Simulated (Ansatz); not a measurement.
# VSi2N4 monolayer in a perpendicular field, part 2 of 3

Aim: how the VSi2N4 monolayer screens a field along its normal, and what the field does to its bands. A positive field points along +c.

Ansatz 0.2.0; plane-wave DFT, r2SCAN-D4, Ansatz PAW.

So far. Step 2 (Relaxation): The lattice constant a goes from 2.920 to 2.862 Å.

## (3) Single point, field 0

A sawtooth potential applies the field, turning back in the middle of the vacuum. With the dipole correction the typed value is the field outside the slab. The induced dipole is small, so the SCF threshold is tight.

The cell differs from the one that the last finished run ended in (c 44.631 → 24.843 Å).

File input.yaml:

```yaml
crystal:
  lattice:
    - [2.8619603636, 0.0, 0.0]
    - [-1.4309801818, 2.4785303795, 0.0]
    - [0.0, 0.0, 24.8430150332]
  atoms:
    - { symbol: "N", position: [0.0, 0.0, 0.3622748683] }
    - { symbol: Si, position: [0.3333333333, 0.6666666667, 0.3831166044] }
    - { symbol: "N", position: [0.3333333333, 0.6666666667, 0.4532959951], spin: -0.06 }
    - { symbol: V, position: [0.0, 0.0, 0.5], spin: 0.81 }
    - { symbol: "N", position: [0.3333333333, 0.6666666667, 0.5467040049], spin: -0.06 }
    - { symbol: Si, position: [0.3333333333, 0.6666666667, 0.6168833956] }
    - { symbol: "N", position: [0.0, 0.0, 0.6377251317] }
magnetization:
  spin_polarized: true
kpoints:
  mp_grid: { grid: [18, 18, 1] }
  band_path:
    path: [[0, 0, 0], [0.5, 0, 0], [0.33333333, 0.33333333, 0], [0, 0, 0]]
    npoints: 16
hamiltonian:
  xc: r2scan
  dispersion: d4
scf:
  occupations: { method: fermi_dirac, width: 0.02585 }
  convergence: { dr2_threshold: 1.0e-10 }
efield:
  axis: 3
  dipole_correction: true
  ramp_position: 0.97
  ramp_width: 0.06
  amplitude: 0
output:
  dos: { projected: true, e_range: [-6, 5] }
  bader: true
  write_potential: true
  write_density: true
  volumetric_format: npy
  elf: true
```

Run with:

```console
ansatz run input.yaml --threads 4 --pin off --max-ram 6144MiB --backend cpu --events-out ev --progress --plain --runs-dir out
```

Numbers of over 12 decimals in the logs are rounded to 6 here.

Log:

```text
[...]
Crystal: 7 atoms, lattice volume = 176.223 Å³
Basis set: ecut = 500 eV, 4435 PW (Γ), exchange–correlation on 96×96×768 points (64 copies of the dense FFT grid, shifted against one another)
Bands: 28, of which v1, the nominal top of the filled ones, is band 21 counted from 1 (20 counted from 0)
Symmetry: 6 space group operations
k-points: 37 of 324 (time reversal used)
[...]
Starting moments: Σ|m| = 0.93 μB on 3 of 7 sites
[...]
SCF iter   1: F=—  HF=-5733.330783 eV  |F-HF|=—  |Δ(HF+E_count)|=         —  Δρ=5.06e-2 (↑5.06e-2 ↓4.90e-2)  dr2=1.86e1  dr2_τ=5.30e-1  dr2_m=2.75e-2  M=0.624 μB ∫|m|=0.776 μB  β_m=1.00  ethr=3.10e-3  p=0.000 e·Å  D=7.26e-14 V/Å  ΔV_dip=-0.00 eV  dr2_dipole=8.30e-8  V_vac-E_F(+/−)=6.93/6.93 eV  ⟨swp⟩=11.3  Hψ=14043  notcnv=0
[...]
efield: sawtooth ramp at fractional position 0.9700 (set: `efield.ramp_position`, or a place that a band, a saddle search or an elastic batch's reference lends), width 0.0600; the density the first Hamiltonian is built on has a dipole p = 0.000 e·Å; the dipole correction subtracts the counter field D = 7.26e-14 V/Å, which shifts the + side's vacuum level by -0.00 eV against the − side's; the planar-averaged density in the ramp window peaks in size at 5.4e-7 e/Å³
[...]
SCF iter   2: F=—  HF=-5737.150030 eV  |F-HF|=—  |Δ(HF+E_count)|=    3.82e0  Δρ=2.38e-2 (↑2.23e-2 ↓2.38e-2)  dr2=3.77e0  dr2_τ=4.92e-2  dr2_m=1.48e-2  M=0.801 μB ∫|m|=0.914 μB  β_m=0.56  ethr=3.10e-3  p=0.000 e·Å  D=7.10e-5 V/Å  ΔV_dip=-0.00 eV  dr2_dipole=4.42e-7  V_vac-E_F(+/−)=5.72/5.72 eV  ⟨swp⟩=3.7  Hψ=5975  notcnv=0  defer=122  κ⁻¹=1.0e0(r=1)
[...]
SCF iter  20: F=-5742.993780 eV  HF=-5742.993780 eV  |F-HF|=1.55e-11  |Δ(HF+E_count)|=  4.15e-10  Δρ=1.48e-8 (↑1.48e-8 ↓1.15e-8)  dr2=1.85e-13  dr2_τ=2.92e-14  dr2_m=2.65e-13  M=1.000 μB ∫|m|=1.288 μB  ethr=1.00e-12  p=-0.000 e·Å  D=-1.09e-8 V/Å  ΔV_dip=0.00 eV  dr2_dipole=1.73e-15  V_vac-E_F(+/−)=5.44/5.44 eV  ⟨swp⟩=3.4  Hψ=5511  notcnv=0
SCF 1 converged in 20 iterations: F = -5742.993780 eV  dr2 = 1.85e-13
[...]
this state was not tested for a lower state beside it, because the mixer in use, unlike msr1, does not test its closes by its own steps (another_mixer; see scf.mixing.algorithm and scf.lower_state_search)
NSCF: frozen V_eff on 49 k-points
efield: sawtooth ramp at fractional position 0.9700 (kept from the solve that this one continues, or follows in the run), width 0.0600; the density the first Hamiltonian is built on has a dipole p = -0.000 e·Å; the dipole correction subtracts the counter field D = -1.09e-8 V/Å, which shifts the + side's vacuum level by +0.00 eV against the − side's; the planar-averaged density in the ramp window peaks in size at 6.0e-7 e/Å³
SCF converged after 20 iterations
an eigenvalue changed by more than its tolerance at an iteration that met the thresholds in force, so the SCF went on 2 times, its first undamped step at iteration 19: the last check found none over its tolerance
Magnetization: 1.0000 μB (21.0000 up, 20.0000 down)
Absolute magnetization: 1.2887 μB (∫|ρ↑−ρ↓|, with the PAW one-centre terms)
[...]
Per-site moments (μB) at R_I (Å): [(0.000597636, 0.714276), (0.00301951, 0.714276), (-0.058364, 0.719180), (0.808698, 0.832851), (-0.058364, 0.719180), (0.00301951, 0.714276), (0.000597636, 0.714276)]
Free energy (F): -5742.993780 eV
[...]
Internal energy: -5742.993780 eV  (E = F + TS)
E sigma→0 (E₀):  -5742.993780 eV
Entropy (-TS):   -0.000000 eV (-0.000 meV/atom)
Fermi energy:    1.024222 eV
Dipole field:    D = 0.000000 V/Å  (p = 0.000000 e·Å, saw-weighted, corrected)
Work function:   Φ+ = 5.4386 eV   Φ− = 5.4386 eV
Levels:          The Fermi level and band energies are counted from a zero that moves with the ramp; work functions are not
[...]
--- Band table (eV; the first three rows and the last of 74) ---
  k-point 0 ↑: bands = [... 17 lower, -1.1458, -1.1079, -1.1079, 0.7077, 3.6087, 3.6087, 3.6263, 3.6263, ... 3 higher]
  k-point 1 ↑: bands = [... 17 lower, -1.3015, -1.1689, -0.9817, 0.6757, 3.5263, 3.5720, 3.5813, 3.6916, ... 3 higher]
  k-point 2 ↑: bands = [... 17 lower, -1.5022, -1.3358, -0.9336, 0.5528, 3.3590, 3.4662, 3.5200, 3.8679, ... 3 higher]
  k-point 36 ↓: bands = [... 17 lower, -2.9922, -1.3112, -0.6612, 1.6601, 3.5893, 4.2618, 4.6350, 5.1574, ... 3 higher]
--- Bader charges: 7 sites ---
  site symbol  charge [e]  shift [e]    m [muB]
     0      N     -2.3792     0.0102     0.0029
     1     Si      3.1850     0.0134     0.0036
     2      N     -1.7320     0.0027    -0.0123
     3      V      1.8524     0.0011     1.0118
     4      N     -1.7320     0.0027    -0.0123
     5     Si      3.1850     0.0134     0.0036
     6      N     -2.3792     0.0102     0.0029
  estimated error of the sums over rays = 5.9e-4 e
```

The job ended after 68 s (4 threads of Arm Neoverse V2, shared host; peak memory 1.2 GiB).

Numbers from this step:

* total moment: 1.0000 μB
* site moments: 5.98e-4, 0.003020, -0.05836, 0.8087, -0.05836, 0.003020, 5.98e-4 μB
* dipole along the normal: 4.75e-8 e·Å
* gap along the path: 0.6695 eV
* ionisation energy, upper face: 5.755 eV
* electron affinity, upper face: 5.086 eV
* gap, the smaller of path and mesh: 0.6695 eV

Running mean over a fixed 2.7 Å (it still follows the layers) of the planar mean; the ramp of the sawtooth is left out. Electron's electrostatic potential energy less the Fermi level against z:

| z (Å) | electron's electrostatic potential energy less the Fermi level (eV) |
| --- | --- |
| 3.0 | 5.44 |
| 3.5 | 5.44 |
| 4.0 | 5.44 |
| 4.5 | 5.44 |
| 5.0 | 5.44 |
| 5.5 | 5.44 |
| 6.0 | 5.42 |
| 6.5 | 5.35 |
| 7.0 | 4.93 |
| 7.5 | 2.77 |
| 8.0 | -1.84 |
| 8.5 | -6.09 |
| 9.0 | -8.38 |
| 9.5 | -9.39 |
| 10.0 | -10.4 |
| 10.5 | -9.36 |
| 11.0 | -7.74 |
| 11.5 | -7.77 |
| 12.0 | -9.11 |
| 12.5 | -9.85 |
| 13.0 | -8.63 |
| 13.5 | -7.59 |
| 14.0 | -8.10 |
| 14.5 | -9.96 |
| 15.0 | -10.2 |
| 15.5 | -9.06 |
| 16.0 | -7.90 |
| 16.5 | -4.93 |
| 17.0 | -0.280 |
| 17.5 | 3.75 |
| 18.0 | 5.14 |
| 18.5 | 5.39 |
| 19.0 | 5.43 |
| 19.5 | 5.44 |
| 20.0 | 5.44 |
| 20.5 | 5.44 |
| 21.0 | 5.44 |
| 21.5 | 5.44 |

The density of states has structure finer than the step of the table below, so its rows give means over 0.25 eV, whole bins alone (the curve runs from -6 to 2.35 eV). Peaks (eV: height): total -5.890: 11.1, -5.610: 11.7, -3.490: 6.85, -3.380: 6.15, -2.660: 7.47, -2.390: 11.1, 0.420: 7.32; up -5.890: 6.20, -5.640: 6.16, -3.490: 3.60, -2.660: 5.64, -2.420: 3.99, -1.230: 4.58, 1.830: 3.49; down -5.890: 4.86, -5.610: 6.46, -3.490: 3.25, -3.380: 3.57, -2.610: 4.20, -2.390: 7.70, 0.420: 7.18.

Table of density of states by energy, zero at the Fermi level of the run, which the smearing sets inside the gap; means over each step; values in states/eV a cell:

| energy (eV) | total | up | down |
| --- | --- | --- | --- |
| -5.75 | 4.67 | 2.58 | 2.10 |
| -5.50 | 6.17 | 2.95 | 3.22 |
| -5.25 | 2.53 | 1.24 | 1.29 |
| -5.00 | 2.01 | 1.00 | 1.00 |
| -4.75 | 2.82 | 1.47 | 1.35 |
| -4.50 | 2.82 | 1.35 | 1.46 |
| -4.25 | 2.31 | 1.13 | 1.18 |
| -4.00 | 2.27 | 1.14 | 1.13 |
| -3.75 | 3.23 | 1.85 | 1.38 |
| -3.50 | 5.06 | 2.65 | 2.41 |
| -3.25 | 4.18 | 1.96 | 2.23 |
| -3.00 | 3.87 | 1.93 | 1.94 |
| -2.75 | 3.86 | 2.03 | 1.83 |
| -2.50 | 7.04 | 3.29 | 3.75 |
| -2.25 | 4.62 | 2.02 | 2.59 |
| -2.00 | 2.22 | 1.15 | 1.07 |
| -1.75 | 0.624 | 0.331 | 0.293 |
| -1.50 | 0 | 0 | 0 |
| -1.25 | 1.96 | 1.96 | 0 |
| -1.00 | 1.18 | 1.18 | 0 |
| -0.75 | 0.576 | 0.576 | 0 |
| -0.50 | 0.262 | 0.262 | 0 |
| -0.25 | 0.0591 | 0.0591 | 0 |
| 0.00 | 0 | 0 | 0 |
| 0.25 | 0.0206 | 0.00351 | 0.0171 |
| 0.50 | 2.86 | 0.194 | 2.66 |
| 0.75 | 0.713 | 0.300 | 0.413 |
| 1.00 | 0.713 | 0.455 | 0.258 |
| 1.25 | 0.948 | 0.743 | 0.206 |
| 1.50 | 1.32 | 1.13 | 0.194 |
| 1.75 | 2.11 | 2.10 | 0.00774 |
| 2.00 | 1.67 | 1.67 | 0 |

Projected DOS per atom over height of the atomic layer and energy from the Fermi level. Layers: N Si N V N Si N from below.

Ten even steps from '0' (0.00 states/eV) to '9' (1.51 states/eV), each cell a mean:
```
0014100
0018100
0006000
0004000
0008000
0006000
0000000
0001000
0004000
0008000
0000000
2041402
7094907
3075703
4064604
4065604
2043402
2022202
4032304
3011103
7253527
6253526
```
Columns: height of the atomic layer (Å) from 9 to 15.8 (not evenly spaced); rows upwards: energy from the Fermi level (eV) from -5.96 to 2.32.

Projected DOS per atom, spin up over height of the atomic layer and energy from the Fermi level. Layers: N Si N V N Si N from below.

Ten even steps from '0' (0.00 states/eV) to '9' (1.34 states/eV), each cell a mean:
```
0015100
0019100
0005000
0003000
0001000
0000000
0000000
0001000
0005000
0009000
0000000
1020201
3042403
2033302
2032302
2033302
1022201
1011101
2011102
2000002
4121214
3132313
```
Columns: height of the atomic layer (Å) from 9 to 15.8 (not evenly spaced); rows upwards: energy from the Fermi level (eV) from -5.96 to 2.32.

Projected DOS per atom, spin down over height of the atomic layer and energy from the Fermi level. Layers: N Si N V N Si N from below.

Ten even steps from '0' (0.00 states/eV) to '9' (0.99 states/eV), each cell a mean:
```
0000000
0000000
0001000
0002000
0009000
0008000
0000000
0000000
0000000
0000000
0000000
1030301
6083806
2053502
3043403
3053503
1031301
2021202
3021203
2010102
5142415
5142415
```
Columns: height of the atomic layer (Å) from 9 to 15.8 (not evenly spaced); rows upwards: energy from the Fermi level (eV) from -5.96 to 2.32.

Deep bands are left out, so band numbers here count from the lowest band kept and differ from the log's. The electronic bands at the labelled points (eV, zero at the Fermi level of the run, which the smearing sets inside the gap; # counts the bands kept):

| point | up #11 | up #12 | up #13 | up #14 | down #9 | down #10 | down #11 | down #12 |
| --- | --- | --- | --- | --- | --- | --- | --- | --- |
| Γ | -2.13 | -0.32 | 2.58 | 2.58 | -2.19 | -2.04 | -2.04 | 1.64 |
| halfway | -2.27 | -1.08 | 1.94 | 1.98 | -2.89 | -2.68 | -2.27 | 0.71 |
| M | -2.09 | -1.19 | 1.33 | 1.41 | -2.83 | -2.69 | -2.12 | 0.40 |
| halfway | -2.05 | -0.97 | 0.86 | 1.94 | -3.35 | -2.41 | -2.06 | 0.49 |
| K | -1.65 | -0.63 | 0.35 | 2.39 | -4.02 | -2.34 | -1.69 | 0.64 |
| halfway | -2.37 | -1.20 | 1.77 | 1.93 | -2.71 | -2.52 | -2.38 | 0.55 |
| Γ | -2.13 | -0.32 | 2.58 | 2.58 | -2.19 | -2.04 | -2.04 | 1.64 |

Spin density in the ca plane at fractional y = 0.667, with atoms of Si and N within 0.2 Å of it.

Ten even steps from '0' (-0.07 e/Å³) to '9' (0.13 e/Å³), each cell a mean:
```
33333333333333333333334895433333333333333333
33333333333333333333334895433333333333333333
33333333333333333333334664333333333333333333
33333333333333333333113443212333333333333333
33333333333333333343102332103333333333333333
33333333333333333343102332103433333333333333
33333333333333333333112343102333333333333333
33333333333333333333333564333333333333333333
```
Columns run along c (16.0 Å, from fractional 0.15 to 0.80 of the cell), rows up along a (2.9 Å). Atoms in or near the plane, at fractional coordinates: Si at (0.38, 0.33), N at (0.45, 0.33), N at (0.55, 0.33), Si at (0.62, 0.33).

Valence density in the ca plane at fractional y = 0.667, with atoms of Si and N within 0.2 Å of it. It is the smooth field of the valence electrons, not physical close to the nuclei.

Ten steps, logarithmic in the rise over the least value, from '0' (0.0 e/Å³) to '9' (3.5 e/Å³), each cell a mean:
```
00000000000235665433345665443335665421000000
00000000000235665433345665443335665421000000
00000000000135665445565555665445665421000000
00000000000124554567887556887654554320000000
00000000000123433578998657999763344310000000
00000000000123432578998657999763244310000000
00000000000124554567887556888654554310000000
00000000000135665445665555665445665421000000
```
Columns run along c (16.0 Å, from fractional 0.15 to 0.80 of the cell), rows up along a (2.9 Å). Atoms in or near the plane, at fractional coordinates: Si at (0.38, 0.33), N at (0.45, 0.33), N at (0.55, 0.33), Si at (0.62, 0.33).

Electrostatic potential energy in the ca plane at fractional y = 0.667, with atoms of Si and N within 0.2 Å of it. With pseudopotentials it is smooth inside the atoms' cores, unlike the true potential.

Values in eV, 5 rows by 16 columns, each cell a mean:
```
  6   6   6   6   6   6   6   2  -2   3  -2 -17   1   2  -2   3
  6   6   6   6   6   6   6   0 -10   0  -1  -9   0  -1  -9   2
  6   6   6   6   6   6   5 -10 -48 -19 -31  -2 -36 -20 -46  -3
  6   6   6   6   6   6   5 -13 -55 -26 -41  -2 -48 -27 -53  -4
  6   6   6   6   6   6   6  -2 -21  -3  -6  -5  -6  -6 -20   1
```
Columns run along c (16.0 Å, from fractional 0.05 to 0.69 of the cell; values clipped at the 3rd and 97th percentile), rows up along a (2.9 Å). Atoms in or near the plane, at fractional coordinates: Si at (0.38, 0.33), N at (0.45, 0.33), N at (0.55, 0.33), Si at (0.62, 0.33).

The gap is 0.67 eV, with the valence edge 5.76 eV and the conduction edge 5.09 eV under the upper vacuum level.

## (4) Single point, field 0.05 V/Å

input.yaml, as its differences from that of step 3:

```diff
@@ -31,6 +31,4 @@
   ramp_width: 0.06
-  amplitude: 0
+  amplitude: 0.05
 output:
-  dos: { projected: true, e_range: [-6, 5] }
-  bader: true
   write_potential: true
@@ -38,2 +36 @@
   volumetric_format: npy
-  elf: true
```

Log:

```text
[...]
Crystal: 7 atoms, lattice volume = 176.223 Å³
Basis set: ecut = 500 eV, 4435 PW (Γ), exchange–correlation on 96×96×768 points (64 copies of the dense FFT grid, shifted against one another)
Bands: 28, of which v1, the nominal top of the filled ones, is band 21 counted from 1 (20 counted from 0)
Symmetry: 6 space group operations
[...]
k-point 1 ↑: bands = [... 17 lower, -1.3015, -1.1690, -0.9817, 0.6756, 3.5262, 3.5719, 3.5814, 3.6916, ... 3 higher]
  k-point 2 ↑: bands = [... 17 lower, -1.5021, -1.3358, -0.9336, 0.5528, 3.3589, 3.4661, 3.5200, 3.8679, ... 3 higher]
  k-point 36 ↓: bands = [... 17 lower, -2.9923, -1.3116, -0.6608, 1.6601, 3.5893, 4.2617, 4.6350, 5.1573, ... 3 higher]
[key lines of the parts left out:]
SCF converged after 20 iterations
Magnetization: 1.0000 μB (21.0000 up, 20.0000 down)
Free energy (F): -5742.994157 eV
Fermi energy:    1.024179 eV
Dipole field:    D = 0.015460 V/Å  (p = 0.015056 e·Å, saw-weighted, corrected)
```

Elapsed: 54 s, on 4 threads; peak memory 1.2 GiB; 3.5 min of CPU time.

The dipole is 0.0151 e·Å, and the gap 0.669 eV.

## (5) Atoms held, field -0.05 V/Å

input.yaml, as its differences from that of step 4:

```diff
@@ -31,3 +31,3 @@
   ramp_width: 0.06
-  amplitude: 0.05
+  amplitude: -0.05
 output:
```

Log:

```text
[...]
Crystal: 7 atoms, lattice volume = 176.223 Å³
Basis set: ecut = 500 eV, 4435 PW (Γ), exchange–correlation on 96×96×768 points (64 copies of the dense FFT grid, shifted against one another)
Bands: 28, of which v1, the nominal top of the filled ones, is band 21 counted from 1 (20 counted from 0)
Symmetry: 6 space group operations
[...]
k-point 1 ↑: bands = [... 17 lower, -1.3015, -1.1690, -0.9817, 0.6756, 3.5262, 3.5719, 3.5814, 3.6916, ... 3 higher]
  k-point 2 ↑: bands = [... 17 lower, -1.5021, -1.3358, -0.9336, 0.5528, 3.3589, 3.4661, 3.5200, 3.8679, ... 3 higher]
  k-point 36 ↓: bands = [... 17 lower, -2.9923, -1.3116, -0.6608, 1.6601, 3.5893, 4.2617, 4.6350, 5.1573, ... 3 higher]
[key lines of the parts left out:]
SCF converged after 20 iterations
Magnetization: 1.0000 μB (21.0000 up, 20.0000 down)
Free energy (F): -5742.994157 eV
Fermi energy:    1.024178 eV
Dipole field:    D = -0.015461 V/Å  (p = -0.015057 e·Å, saw-weighted, corrected)
```

Run time: 53 s. Hardware: 4 threads; peak memory 1.1 GiB.

The dipole is -0.0151 e·Å, and the gap 0.669 eV.

## (6) Single point, field 0.1 V/Å

input.yaml, as its differences from that of step 5:

```diff
@@ -29,5 +29,5 @@
   dipole_correction: true
-  ramp_position: 0.97
-  ramp_width: 0.06
-  amplitude: -0.05
+  ramp_position: 0.936
+  ramp_width: 0.128
+  amplitude: 0.1
 output:
```

Log:

```text
[...]
Crystal: 7 atoms, lattice volume = 176.223 Å³
Basis set: ecut = 500 eV, 4435 PW (Γ), exchange–correlation on 96×96×768 points (64 copies of the dense FFT grid, shifted against one another)
Bands: 28, of which v1, the nominal top of the filled ones, is band 21 counted from 1 (20 counted from 0)
Symmetry: 6 space group operations
[...]
k-point 1 ↑: bands = [... 17 lower, -1.3015, -1.1691, -0.9818, 0.6755, 3.5257, 3.5717, 3.5815, 3.6916, ... 3 higher]
  k-point 2 ↑: bands = [... 17 lower, -1.5021, -1.3360, -0.9336, 0.5527, 3.3585, 3.4659, 3.5200, 3.8677, ... 3 higher]
  k-point 36 ↓: bands = [... 17 lower, -2.9924, -1.3130, -0.6595, 1.6599, 3.5891, 4.2614, 4.6348, 5.1572, ... 3 higher]
[key lines of the parts left out:]
SCF converged after 20 iterations
Magnetization: 1.0000 μB (21.0000 up, 20.0000 down)
Free energy (F): -5742.995286 eV
Fermi energy:    1.024048 eV
Dipole field:    D = 0.030922 V/Å  (p = 0.030114 e·Å, saw-weighted, corrected)
```

Elapsed: 52 s, on 4 threads; peak memory 1.2 GiB; 3.4 min of CPU time.

The dipole is 0.0301 e·Å, and the gap 0.669 eV.

## (7) Single point, field 0.2 V/Å

input.yaml, as its differences from that of step 6:

```diff
@@ -31,3 +31,3 @@
   ramp_width: 0.128
-  amplitude: 0.1
+  amplitude: 0.2
 output:
```

Log:

```text
[...]
Crystal: 7 atoms, lattice volume = 176.223 Å³
Basis set: ecut = 500 eV, 4435 PW (Γ), exchange–correlation on 96×96×768 points (64 copies of the dense FFT grid, shifted against one another)
Bands: 28, of which v1, the nominal top of the filled ones, is band 21 counted from 1 (20 counted from 0)
Symmetry: 6 space group operations
[...]
k-point 1 ↑: bands = [... 17 lower, -1.3014, -1.1697, -0.9819, 0.6751, 3.5236, 3.5707, 3.5820, 3.6913, ... 3 higher]
  k-point 2 ↑: bands = [... 17 lower, -1.5018, -1.3365, -0.9337, 0.5523, 3.3569, 3.4652, 3.5199, 3.8672, ... 3 higher]
  k-point 36 ↓: bands = [... 17 lower, -2.9927, -1.3182, -0.6547, 1.6593, 3.5885, 4.2602, 4.6341, 5.1565, ... 3 higher]
[key lines of the parts left out:]
SCF converged after 20 iterations
Magnetization: 1.0000 μB (21.0000 up, 20.0000 down)
Free energy (F): -5742.999803 eV
Fermi energy:    1.023530 eV
Dipole field:    D = 0.061848 V/Å  (p = 0.060232 e·Å, saw-weighted, corrected)
```

The job ended after 54 s (4 threads; peak memory 1.2 GiB; 3.5 min of CPU time).

The dipole is 0.0602 e·Å, and the gap 0.669 eV.

[end of part 2 of 3]

[Logs are printed without paths, hosts, clocks, repeated set-up lines and the standing remarks that a program may print on its own settings, such as how far it seeks lower states.]

[Hosts, paths, dates, database ids (printed as entryN), source tags and the programs' standing remarks are cut or masked in the printed files.]

[Maps of the electrostatic potential energy from Ansatz leave out the sawtooth potential of an applied field or a dipole correction, so their vacuum need not be flat; planar profiles and work functions include it.]

[The density of states shown here was stored with 400 of the rows of the run's finer table, so its peaks can read low, often by over a quarter, or be missed, and its means over a window can be off by a tenth or more.]
